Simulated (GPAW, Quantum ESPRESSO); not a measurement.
Given: the input of a run of GPAW 26.7.0 (ASE script) on SiO2. The cell comes from a database or a generator and needn't be the stable form of this composition.

Contents of run.py:

```python
from ase import Atoms
from ase.dft.bandgap import bandgap
from ase.io import write
from ase.units import Bohr, GPa
from gpaw import GPAW, PW
from gpaw.elf import elf_from_dft_calculation

atoms = Atoms(['Si', 'Si', 'O', 'O', 'O', 'O'],
              cell=[[4.233169, 0.0, 0.0],
                    [0.0, 4.233169, 0.0],
                    [0.0, 0.0, 2.693495]],
              scaled_positions=[[0.0, 0.0, 0.0],
                                [0.5, 0.5, 0.5],
                                [0.806839, 0.193161, 0.5],
                                [0.306839, 0.306839, 0.0],
                                [0.193161, 0.806839, 0.5],
                                [0.693161, 0.693161, 0.0]],
              pbc=True)

calc = GPAW(mode=PW(800),
            xc='PBE',
            kpts={'size': (6, 6, 10), 'gamma': True},
            occupations={'name': 'fermi-dirac', 'width': 0.05},
            nbands=30,
            convergence={'density': 1e-05, 'energy': 1e-05},
            maxiter=150,
            txt='gpaw.txt')
atoms.calc = calc
energy = atoms.get_potential_energy()
forces = atoms.get_forces()
stress = atoms.get_stress()
calc.write('gs.gpw')
write('result.traj', atoms)
print(f'Energy: {energy:.6f} eV')
print('Forces (eV/A):')
print(forces.round(4))
print('Stress (GPa):', (stress / GPa).round(3))
print('Fermi level:', round(calc.get_fermi_level(), 4), 'eV')
print(f'Gap: {bandgap(calc)[0]:.4f} eV, direct: {bandgap(calc, direct=True)[0]:.4f} eV')

# fields on the real-space grid
write('density.cube', atoms, data=calc.get_pseudo_density() * Bohr**3)
write('potential.cube', atoms, data=calc.get_electrostatic_potential())
write('elf.cube', atoms, data=elf_from_dft_calculation(calc).data)
```

Potentials or basis: GPAW PAW data sets (gpaw-data 1.2.1), pw.

Launch:

```sh
$ OMP_NUM_THREADS=1 python run.py
```

Question: Set up the same calculation for Quantum ESPRESSO 7.5. Potentials or basis there: SSSP 1.3 efficiency PBE, cutoff 748 eV.

Answer: As run (cutoffs and basis follow the program's own potentials, and thresholds, step limits or extra output files can differ):

The input pw.in:

```
&CONTROL
  calculation = 'scf'
  prefix = 'pwscf'
  outdir = './tmp'
  pseudo_dir = './pseudo'
  tprnfor = .true.
  tstress = .true.
  disk_io = 'nowf'
/
&SYSTEM
  ibrav = 0
  nat = 6
  ntyp = 2
  ecutwfc = 55
  ecutrho = 440
  nbnd = 24
  occupations = 'smearing'
  smearing = 'fd'
  degauss = 0.00367493
/
&ELECTRONS
  conv_thr = 1.2d-09
  electron_maxstep = 120
  mixing_beta = 0.5
/
ATOMIC_SPECIES
Si    28.0850 Si.pbe-n-rrkjus_psl.1.0.0.UPF
O     15.9990 O.pbe-n-kjpaw_psl.0.1.UPF
CELL_PARAMETERS angstrom
   4.2331690000    0.0000000000    0.0000000000
   0.0000000000    4.2331690000    0.0000000000
   0.0000000000    0.0000000000    2.6934950000
ATOMIC_POSITIONS crystal
Si     0.0000000000    0.0000000000    0.0000000000
Si     0.5000000000    0.5000000000    0.5000000000
O      0.8068390000    0.1931610000    0.5000000000
O      0.3068390000    0.3068390000    0.0000000000
O      0.1931610000    0.8068390000    0.5000000000
O      0.6931610000    0.6931610000    0.0000000000
K_POINTS automatic
6 6 10 0 0 0
```

Potentials or basis: SSSP 1.3 efficiency PBE.

Command:

```sh
$ OMP_NUM_THREADS=1 mpirun -n 2 pw.x -nk 2 -in pw.in > pw.out
```

Both were run:

|  | GPAW | Quantum ESPRESSO |
| --- | --- | --- |
| Pressure | 3.6 GPa | 0.1 GPa |

The two runs disagree by more than potentials and bases usually give (in gap, levels, pressure or energy); the cause wasn't traced.

Pressure is positive in compression.
